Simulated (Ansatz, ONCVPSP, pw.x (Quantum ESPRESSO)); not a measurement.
# What a changed setting does to a pw.x run (sc Sr)

Potential: optimised norm-conserving Vanderbilt (ONCV), ONCVPSP 4.0.1.1 (patched build), PBE; core [Ar] 3d10, reference 4s2 4p6 5s2; waves: 4s+5s: rc 2.45 bohr, ncon 4, nbas 7, qcut 5.1 1/bohr, 3 projectors, debl 2.6 Ha; 4p: rc 2.05 bohr, ncon 3, nbas 7, qcut 7.1 1/bohr, 2 projectors, debl 2.7 Ha; d scattering state at 0.28 Ha: rc 2.05 bohr, ncon 3, nbas 6, qcut 4.1 1/bohr, local; local part: the d channel; core correction: Teter function fitted to the true core (icmod 2), fcfact 0.65. In the d channel the program set the typed energies aside and used 0.050 Ha.

The reference run (k-mesh 9³, cutoffs 50/200 Ry, Fermi–Dirac 0.01 Ry, mixing_beta 0.4, conv_thr 1e-9, no spin) gives 0.01 GPa at 58.379 Å³/atom, where all-electron LAPW gives -0.03 GPa. This run, with its own iteration cap, changes k-mesh points per axis to 6.

```
&control
  calculation='scf', prefix='x', pseudo_dir='./', outdir='./tmp', tstress=.true., disk_io='none'
/
&system
  ibrav=0, nat=1, ntyp=1, ecutwfc=50, ecutrho=200, nbnd=12,
  occupations='smearing', smearing='fd', degauss=0.01
/
&electrons
  conv_thr=1e-09, mixing_beta=0.4, electron_maxstep=50
/
ATOMIC_SPECIES
Sr 1.0 Sr.UPF
CELL_PARAMETERS angstrom
  3.87928973 0.00000000 0.00000000
  0.00000000 3.87928973 0.00000000
  0.00000000 0.00000000 3.87928973
ATOMIC_POSITIONS crystal
Sr 0.0000 0.0000 0.0000
K_POINTS automatic
6 6 6 0 0 0
```

```bash
pw.x < Sr.scf.in > Sr.scf.out
```

Task: How does the run end?

Result: It converges in 7 iterations; the free energy moves by -4.3 meV/atom and the pressure by +0.02 GPa.

```
Message from routine setup:
     using ibrav=0 with symmetry is DISCOURAGED, use correct ibrav instead
     lattice parameter (alat)  =       7.3308  a.u.
     unit-cell volume          =     393.9610 (a.u.)^3
     number of electrons       =        10.00
     number of Kohn-Sham states=           12
     kinetic-energy cutoff     =      50.0000  Ry
     charge density cutoff     =     200.0000  Ry
     scf convergence threshold =      1.0E-09
     Exchange-correlation= PBE
     number of k points=    20  Fermi-Dirac smearing, width (Ry)=  0.0100
     iteration #  1     ecut=    50.00 Ry     beta= 0.40
     total energy              =     -77.77221515 Ry
     estimated scf accuracy    <       0.00350106 Ry
     iteration #  2     ecut=    50.00 Ry     beta= 0.40
     total energy              =     -77.77233246 Ry
     estimated scf accuracy    <       0.00112515 Ry
     iteration #  3     ecut=    50.00 Ry     beta= 0.40
     total energy              =     -77.77237503 Ry
     estimated scf accuracy    <       0.00002980 Ry
     iteration #  4     ecut=    50.00 Ry     beta= 0.40
     total energy              =     -77.77237976 Ry
     estimated scf accuracy    <       0.00000106 Ry
     iteration #  5     ecut=    50.00 Ry     beta= 0.40
     total energy              =     -77.77237986 Ry
     estimated scf accuracy    <       0.00000016 Ry
     iteration #  6     ecut=    50.00 Ry     beta= 0.40
     total energy              =     -77.77237987 Ry
     estimated scf accuracy    <          1.9E-09 Ry
     iteration #  7     ecut=    50.00 Ry     beta= 0.40
     the Fermi energy is     4.4939 ev
!    total energy              =     -77.77237987 Ry
     estimated scf accuracy    <          9.2E-10 Ry
     smearing contrib. (-TS)   =      -0.00580614 Ry
     The total energy is F=E-TS. E is the sum of the following terms:
     one-electron contribution =     -28.77962134 Ry
     hartree contribution      =      15.35547318 Ry
     xc contribution           =     -25.63860934 Ry
     ewald contribution        =     -38.70381624 Ry
     convergence has been achieved in   7 iterations
          total   stress  (Ry/bohr**3)                   (kbar)     P=        0.23
     Message from routine punch:
     Nothing written, as per user request (disk_io='none')
```

The run took about 5.8 s on one core of a shared host (Neoverse-V2, 192 threads, 742 GiB, load 108).
